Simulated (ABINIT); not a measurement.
A run of ABINIT 10.8.3 (patched build):

Contents of run.abi:

```
# Datasets: ground state, then fixed potential
ndtset 2

# Pseudopotentials
pp_dirpath "./"
pseudos "Cd.GGA_PBE-JTH.xml, Se.GGA_PBE-JTH.xml"

# Structure
acell 4.3420191692 4.3420191692 4.3420191692 Angstrom
rprim
     0.0000000000     0.7071067812     0.7071067812
     0.7071067812     0.0000000000     0.7071067812
     0.7071067812     0.7071067812     0.0000000000
ntypat 2
znucl 48 34
natom 2
typat 1 2
xcart
     0.0000000000     0.0000000000     0.0000000000
     2.9009858468     2.9009858468     2.9009858468

# Plane-wave basis
ecut 17.0
pawecutdg 34.0

# Exchange and correlation
ixc 15

# Bands and occupations
occopt 3
tsmear 0.00183747

# SCF cycle
nstep 100

# Output
iomode 3
prtwf 0
prteig 0
prtebands 0
enunit 1
prtden1 1

# Dataset 1
kptopt1 1
ngkpt1 8 8 8
nshiftk1 1
shiftk1 0.0 0.0 0.0
nband1 13
tolvrs1 1.0e-9

# Dataset 2: bands along G-X-W-K-G-L-U-W-L-K
iscf2 -2
getden2 1
nband2 17
nbdbuf2 2
tolwfr2 1.0e-12
kptopt2 -9
ndivsm2 5
prteig2 1
kptbounds2
     0.0000000000     0.0000000000     0.0000000000
     0.5000000000     0.0000000000     0.5000000000
     0.5000000000     0.2500000000     0.7500000000
     0.3750000000     0.3750000000     0.7500000000
     0.0000000000     0.0000000000     0.0000000000
     0.5000000000     0.5000000000     0.5000000000
     0.6250000000     0.2500000000     0.6250000000
     0.5000000000     0.2500000000     0.7500000000
     0.5000000000     0.5000000000     0.5000000000
     0.3750000000     0.3750000000     0.7500000000
```

Potentials or basis: JTH PAW PBE v2.0.

The run is started by

```bash
$ abinit run.abi > log 2>&1
```

Hardware: 1 thread of Arm Neoverse V2, on a shared host.

Q: Estimate the wall time of this run.

A: It took 82 s on 1 thread of Arm Neoverse V2, on a shared host, peak memory 0.13 GiB. Counts: scf iterations 15, k points 29, bands 13, plane waves 1325.
